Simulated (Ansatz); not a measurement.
`FCC(F)F` → `FC(F)F` + `[CH2]` (triplet) at 600 K and 1 bar (formal loss of a carbene).

Program: Ansatz. Geometries: PBE0-D4/def2-TZVP. ΔE: electronic, gas phase. CCSD(T)/CBS is the MP2 limit (def2-TZVPP, def2-QZVPP) plus CCSD(T) − MP2 in def2-TZVPP, frozen cores. This one scheme is used for every species. Triplets are unrestricted, without spin–orbit coupling. Each species was taken in one conformer, which may not be the lowest.

| species | CCSD(T)/CBS energy (Eh) | H − E (kJ/mol) | S (J/(mol·K)) |
| --- | --- | --- | --- |
| `FCC(F)F` | -377.27138 | 185.1 | 367.2 |
| `FC(F)F` | -338.02896 | 97.7 | 303.2 |
| `[CH2]` (triplet) | -39.09499 | 66.5 | 220.8 |

H − E and S are ideal-gas, rigid-rotor, harmonic terms from PBE0-D4/def2-TZVP, for one conformer and one mirror image of each species, with the whole ground term of open shells counted as degenerate. 1 Eh = 2625.50 kJ/mol, R = 8.31446 J/(mol·K).

Task: By hand: ΔE, ΔH, ΔS and ΔG.

Result: ΔE = (-338.02896) + (-39.09499) − (-377.27138) = 0.14743 Eh = 387.1 kJ/mol. Δ(H − E) = 97.7 + 66.5 − 185.1 = -20.9, so ΔH = 366.2 kJ/mol. ΔS = 303.2 + 220.8 − 367.2 = 156.8 J/(mol·K). ΔG = 366.2 − 600 × (156.8)/1000 = 272.1 kJ/mol.

Task: By hand: the equilibrium constant, and the temperature at which ΔG would vanish if ΔH and ΔS stayed fixed.

Result: log₁₀ K = −ΔG/(RT ln 10) = -23.7. ΔG = 0 at ΔH/ΔS = 2335 K.

The number of gas molecules changes by +1, which sets the sign of ΔS. A doubt of 5 kJ/mol in ΔE shifts log₁₀ K by 0.4 here. Other conformers and mirror images would add mixing entropy, several J/(mol·K) or more a flexible species. A triplet takes part, so the spin changes. These are equilibria of isolated gas molecules and say nothing of rates. Largest T1 diagnostic: 0.012 (customary marks: 0.02 for closed shells, 0.045 for open ones).
